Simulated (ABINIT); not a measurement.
The system is Ta.

```
CELL_PARAMETERS angstrom
-1.65128 1.65128 1.65128
1.65128 -1.65128 1.65128
1.65128 1.65128 -1.65128
ATOMIC_POSITIONS crystal
Ta 0.00000 0.00000 0.00000
```

Base run:

- Program: ABINIT 10.8.3 (patched build)
- Functional: PBEsol
- Potentials or basis: JTH PAW PBE v2.0
- Cutoff: 517 eV
- k mesh: 9 × 9 × 9
- Occupations: fermi-dirac, width 0.05 eV
- Spin: no spin polarisation

Its results: band gap on the k mesh none (metal or under the smearing width); pressure -3.8 GPa.

The run is repeated on the same cell with these changes: k mesh from 9 × 9 × 9 to 7 × 7 × 7. What comes out?

Band gap on the k mesh none (metal or under the smearing width); pressure -3.1 GPa.

Caveats: some runs use coarse meshes; the PAW data sets were made with another functional, which shifts forces and pressure a little.
